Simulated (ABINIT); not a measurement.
# TaS2 (P-3m1) in ABINIT: single point with PBEsol

Aim: the single point of TaS2 with PBEsol.

All numbers are computed with ABINIT 10.8.3 (patched build); they aren't measurements. Logs are shortened: lines on timing, memory, paths and dates and some standing lists are left out, and cuts for length are marked. The log counts tension as positive stress, the text compression.

### Step 1. The structure

The structure is trigonal, space group P-3m1 (No. 164). Conventional cell: a = 3.350 Å, b = 3.350 Å, c = 5.860 Å, α = 90.00°, β = 90.00°, γ = 120.00°. Around Ta (site symmetry -3m) lie 6 S at 2.43 Å. S (site symmetry 3m) has 3 Ta at 2.43 Å as nearest neighbours.

### Step 2. Single point, PBEsol

Contents of run.abi:

```
pp_dirpath "./"
pseudos "Ta.GGA_PBE-JTH.xml, S.GGA_PBE-JTH.xml"

acell 3.35 3.35 5.86 Angstrom
rprim
     1.0000000000     0.0000000000     0.0000000000
    -0.5000000000     0.8660254038     0.0000000000
     0.0000000000     0.0000000000     1.0000000000
ntypat 2
znucl 73 16
natom 3
typat 1 2 2
xred
     0.0000000000     0.0000000000     0.0000000000
     0.6666666667     0.3333333333     0.7500000000
     0.3333333333     0.6666666667     0.2500000000

ecut 20.0
pawecutdg 40.0

kptopt 1
ngkpt 12 12 6
nshiftk 1
shiftk 0.0 0.0 0.0

ixc -116133

nband 17
occopt 3
tsmear 0.00183747

nstep 100
tolvrs 1.0e-9

iomode 3
prtwf 0
prtden 0
prteig 0
prtebands 0
enunit 1
```

Potentials or basis: JTH PAW PBE v2.0.

Started as:

```
$ abinit run.abi > log 2>&1
```

run.abo:

```text
.Version 10.8.3 of ABINIT
 Symmetries : space group P-3 m 1 (#164); Bravais hP (primitive hexag.)
================================================================================
 Values of the parameters that define the memory need of the present run
     intxc =       0    ionmov =       0      iscf =      17    lmnmax =      18
     lnmax =       6     mgfft =      48  mpssoang =       3    mqgrid =    3153
     natom =       3  nloc_mem =       2    nspden =       1   nspinor =       1
    nsppol =       1      nsym =      12    n1xccc =       1    ntypat =       2
    occopt =       3   xclevel =       2
       mpw =        1660          nfft =       34992          nkpt =         100
 PAW method is used; the additional fine FFT grid is defined by:
   mgfftf=        64    nfftf =    102400
================================================================================
================================================================================

--------------------------------------------------------------------------------
------------- Echo of variables that govern the present computation ------------
--------------------------------------------------------------------------------
 -outvars: echo values of preprocessed input variables --------
            acell      6.3305825218E+00  6.3305825218E+00  1.1073795098E+01 Bohr
              amu      1.80947900E+02  3.20660000E+01
             ecut      2.00000000E+01 Hartree
           enunit           1
                       outvar_i_n : Printing only first  50 k-points.
              ixc     -116133
                       outvar_i_n : Printing only first  50 k-points.
         kptrlatt       12    0    0      0   12    0      0    0    6
          kptrlen      6.64427706E+01
            natom           3
            nband          17
            ngfft          27      27      48
          ngfftdg          40      40      64
             nkpt         100
            nstep         100
             nsym          12
           ntypat           2
                       prtocc : prtvol=0, do not print more k-points.
           occopt           3
        pawecutdg      4.00000000E+01 Hartree
         pawxcdev           0
           prtden           0
        prtebands           0
           prteig           0
            prtwf           0
            rprim      1.0000000000E+00  0.0000000000E+00  0.0000000000E+00
                      -5.0000000000E-01  8.6602540380E-01  0.0000000000E+00
                       0.0000000000E+00  0.0000000000E+00  1.0000000000E+00
          spgroup         164
           tolvrs      1.00000000E-09
           tsmear      1.83747000E-03 Hartree
            typat      1  2  2
           useylm           1
                       outvars : Printing only first  50 k-points.
           xangst      0.0000000000E+00  0.0000000000E+00  0.0000000000E+00
                       1.6750000000E+00  9.6706170091E-01  4.3950000000E+00
                       1.6346510892E-17  1.9341234018E+00  1.4650000000E+00
            xcart      0.0000000000E+00  0.0000000000E+00  0.0000000000E+00
                       3.1652912609E+00  1.8274817616E+00  8.3053463234E+00
                       3.0890428700E-17  3.6549635231E+00  2.7684487745E+00
             xred      0.0000000000E+00  0.0000000000E+00  0.0000000000E+00
                       6.6666666667E-01  3.3333333333E-01  7.5000000000E-01
                       3.3333333333E-01  6.6666666667E-01  2.5000000000E-01
            znucl       73.00000   16.00000

================================================================================

 chkinp: Checking input parameters for consistency.

================================================================================
== DATASET  1 ==================================================================

--- !DatasetInfo
iteration_state: {dtset: 1, }
dimensions: {natom: 3, nkpt: 100, mband: 17, nsppol: 1, nspinor: 1, nspden: 1, mpw: 1660, }
cutoff_energies: {ecut:  20.0, pawecutdg:  40.0, }
electrons: {nelect:   2.50000000E+01, charge:   0.00000000E+00, occopt:   3.00000000E+00, tsmear:   1.83747000E-03, }
meta: {optdriver: 0, ionmov: 0, optcell: 0, iscf: 17, paral_kgb: 0, }
...

 Real(R)+Recip(G) space primitive vectors, cartesian coordinates (Bohr,Bohr^-1):
 R(1)=  6.3305825  0.0000000  0.0000000  G(1)=  0.1579633  0.0912002  0.0000000
 R(2)= -3.1652913  5.4824453  0.0000000  G(2)=  0.0000000  0.1824004  0.0000000
 R(3)=  0.0000000  0.0000000 11.0737951  G(3)=  0.0000000  0.0000000  0.0903033
 Unit cell volume ucvol=  3.8433901E+02 bohr^3
 Angles (23,13,12)=  9.00000000E+01  9.00000000E+01  1.20000000E+02 degrees

 Coarse grid specifications (used for wave-functions):

 getcut: wavevector=  0.0000  0.0000  0.0000  ngfft=  27  27  48
[... 62 lines left out ...]
lattice_vectors:
- [  6.3305825,   0.0000000,   0.0000000, ]
- [ -3.1652913,   5.4824453,   0.0000000, ]
- [  0.0000000,   0.0000000,  11.0737951, ]
lattice_lengths: [   6.33058,    6.33058,   11.07380, ]
lattice_angles: [ 90.000,  90.000, 120.000, ] # degrees, (23, 13, 12)
lattice_volume:   3.8433901E+02
convergence: {deltae:  6.963E-13, res2:  2.946E-10, residm:  9.495E-05, diffor: null, }
etotal    :  -7.97560059E+01
entropy   :   0.00000000E+00
fermie    :   1.71262734E-01
cartesian_stress_tensor: # hartree/bohr^3
- [ -8.94712051E-05,   0.00000000E+00,   0.00000000E+00, ]
- [  0.00000000E+00,  -8.94712056E-05,   0.00000000E+00, ]
- [  0.00000000E+00,   0.00000000E+00,  -2.75655871E-04, ]
pressure_GPa:   4.4582E+00
xred      :
- [  0.0000E+00,   0.0000E+00,   0.0000E+00, Ta]
- [  6.6667E-01,   3.3333E-01,   7.5000E-01,  S]
- [  3.3333E-01,   6.6667E-01,   2.5000E-01,  S]
cartesian_forces: # hartree/bohr
- [  1.13423800E-28,   1.96455784E-28,  -0.00000000E+00, ]
- [  1.13423800E-28,   0.00000000E+00,  -1.96644778E-02, ]
- [ -2.26847600E-28,  -1.96455784E-28,   1.96644778E-02, ]
force_length_stats: {min:   2.26847600E-28, max:   1.96644778E-02, mean:   1.31096519E-02, }
...

 Integrated electronic density in atomic spheres:
 ------------------------------------------------
 Atom  Sphere_radius  Integrated_density
    1        2.41973         10.65362043
    2        1.90380          3.61778732
    3        1.90380          3.61778732

================================================================================

 ----iterations are completed or convergence reached----

 Mean square residual over all n,k,spin=   15.941E-08; max=  94.945E-06
 reduced coordinates (array xred) for    3 atoms
       0.000000000000      0.000000000000      0.000000000000
       0.666666666667      0.333333333333      0.750000000000
       0.333333333333      0.666666666667      0.250000000000
 rms dE/dt=  1.0265E-01; max dE/dt=  2.1776E-01; dE/dt below (all hartree)
    1       0.000000000000      0.000000000000      0.000000000000
    2       0.000000000000      0.000000000000      0.217760397852
    3       0.000000000000      0.000000000000     -0.217760397852

 cartesian coordinates (angstrom) at end:
    1      0.00000000000000     0.00000000000000     0.00000000000000
    2      1.67500000000000     0.96706170091000     4.39500000000000
    3      0.00000000000000     1.93412340182000     1.46500000000000

 cartesian forces (hartree/bohr) at end:
    1      0.00000000000000     0.00000000000000    -0.00000000000000
    2      0.00000000000000     0.00000000000000    -0.01966447779906
    3     -0.00000000000000    -0.00000000000000     0.01966447779906
 frms,max,avg= 9.2699237E-03 1.9664478E-02   0.000E+00  0.000E+00  0.000E+00 h/b

 cartesian forces (eV/Angstrom) at end:
    1      0.00000000000000     0.00000000000000    -0.00000000000000
    2      0.00000000000000     0.00000000000000    -1.01118810495587
    3     -0.00000000000000    -0.00000000000000     1.01118810495587
 frms,max,avg= 4.7667864E-01 1.0111881E+00   0.000E+00  0.000E+00  0.000E+00 e/A
 length scales=  6.330582521791  6.330582521791 11.073795097820 bohr
              =  3.350000000000  3.350000000000  5.860000000000 angstroms
 Fermi (or HOMO) energy (eV) =   4.66030   Average Vxc (eV)= -10.83249
 Eigenvalues (   eV  ) for nkpt= 100  k points:
 kpt#   1, nband= 17, wtk=  0.00116, kpt=  0.0000  0.0000  0.0000 (reduced coord)
 -64.08246  -30.54815  -30.52423  -30.52423  -10.49229   -8.38711   -2.35886    0.40283
   0.40283    3.34852    3.90228    3.90228    4.66437    4.66437    4.90193    8.74518
   8.74525
 prteigrs : prtvol=0 or 1, do not print more k-points.

--- !EnergyTerms
iteration_state     : {dtset: 1, }
comment             : Components of total free energy in Hartree
kinetic             :  1.49603469347673E+01
hartree             :  2.06633187956485E+01
xc                  : -1.54689678300774E+01
Ewald energy        : -5.53521930584920E+01
psp_core            :  5.42351859032488E+00
local_psp           : -3.78344972265903E+01
PAW spherical_terms : -1.21470539467374E+01
internal            : -7.97555277411565E+01
'-kT*entropy'       : -4.89639874075425E-04
total_energy        : -7.97560173810306E+01
total_energy_eV     : -2.17027179439640E+03
...

--- !EnergyTermsDC
iteration_state     : {dtset: 1, }
comment             : '"Double-counting" decomposition of free energy'
band_energy         : -1.23616472800672E+01
Ewald energy        : -5.53521930584920E+01
psp_core            :  5.42351859032488E+00
xc_dc               : -2.44602046337428E+01
PAW spherical_terms :  6.99501008283925E+00
internal            : -7.97555162991379E+01
'-kT*entropy'       : -4.89639874075425E-04
total_energy_dc     : -7.97560059390120E+01
total_energy_dc_eV  : -2.17027148304321E+03
...

--- !EnergyTermsWithPAWCore
iteration_state     : {dtset: 1, }
comment             : 'Components of total free energy, including PAW core contributions'
Total energy        : -1.63975831912566E+04
Total energy DC     : -1.63975831798146E+04
Total energy (eV)   : -4.46200969717889E+05
Total energy DC (eV): -4.46200969406536E+05
...

 Cartesian components of stress tensor (hartree/bohr^3)
  sigma(1 1)= -8.94712051E-05  sigma(3 2)=  0.00000000E+00
  sigma(2 2)= -8.94712056E-05  sigma(3 1)=  0.00000000E+00
  sigma(3 3)= -2.75655871E-04  sigma(2 1)=  0.00000000E+00

-Cartesian components of stress tensor (GPa)         [Pressure=  4.4582E+00 GPa]
- sigma(1 1)= -2.63233374E+00  sigma(3 2)=  0.00000000E+00
- sigma(2 2)= -2.63233375E+00  sigma(3 1)=  0.00000000E+00
- sigma(3 3)= -8.11007573E+00  sigma(2 1)=  0.00000000E+00

== END DATASET(S) ==============================================================
================================================================================

 -outvars: echo values of variables after computation  --------
            acell      6.3305825218E+00  6.3305825218E+00  1.1073795098E+01 Bohr
           etotal     -7.9756005939E+01
            fcart      1.1342380005E-28  1.9645578448E-28 -0.0000000000E+00
                       1.1342380005E-28  0.0000000000E+00 -1.9664477799E-02
                      -2.2684760011E-28 -1.9645578448E-28  1.9664477799E-02
            rprim      1.0000000000E+00  0.0000000000E+00  0.0000000000E+00
                      -5.0000000000E-01  8.6602540380E-01  0.0000000000E+00
                       0.0000000000E+00  0.0000000000E+00  1.0000000000E+00
           strten     -8.9471205132E-05 -8.9471205636E-05 -2.7565587132E-04
                       0.0000000000E+00  0.0000000000E+00  0.0000000000E+00
           xangst      0.0000000000E+00  0.0000000000E+00  0.0000000000E+00
                       1.6750000000E+00  9.6706170091E-01  4.3950000000E+00
                       1.6346510892E-17  1.9341234018E+00  1.4650000000E+00
             xred      0.0000000000E+00  0.0000000000E+00  0.0000000000E+00
                       6.6666666667E-01  3.3333333333E-01  7.5000000000E-01
                       3.3333333333E-01  6.6666666667E-01  2.5000000000E-01
 Calculation completed.
```

Run time: 97 s. Hardware: 1 thread of Arm Neoverse V2, shared host; peak memory 0.19 GiB.

What came out:

```yaml
Free_energy: -2170.2715 eV
Pressure: 4.5 GPa
Largest_force: 1.011 eV/Å
Band_gap_on_the_k_mesh: none (metal or under the smearing width)
Valence_electrons_inside_the_program's_atomic_spheres: Ta 10.65; S 3.62
```

Forces on the atoms (eV/Å):
```
Ta   0.000  0.000  0.000
S    0.000  0.000 -1.011
S    0.000  0.000  1.011
```

Levels at points of the mesh, in eV from the Fermi level:
| k point | band 10 | band 11 | band 12 | band 13 | band 14 | band 15 | band 16 | band 17 |
| --- | --- | --- | --- | --- | --- | --- | --- | --- |
| (0.00, 0.00, 0.00) | -1.31 | -0.76 | -0.76 | 0.00 | 0.00 | 0.24 | 4.08 | 4.09 |
| (0.50, 0.00, 0.00) | -4.09 | -3.47 | -2.25 | -0.83 | 2.44 | 2.98 | 4.43 | 5.22 |
| (0.00, 0.00, 0.50) | -3.59 | -0.90 | -0.90 | -0.03 | -0.03 | 1.23 | 4.51 | 4.52 |
| (0.50, 0.00, 0.50) | -4.22 | -2.22 | -1.97 | -1.28 | 2.43 | 2.97 | 4.32 | 4.51 |

Caveat: the PAW data sets were made with another functional, which shifts forces and pressure a little; this functional lacks dispersion, which binds the layers, so the pressure and a relaxed spacing across them are unreliable. Spin-orbit coupling is left out, which matters for the levels of Ta.
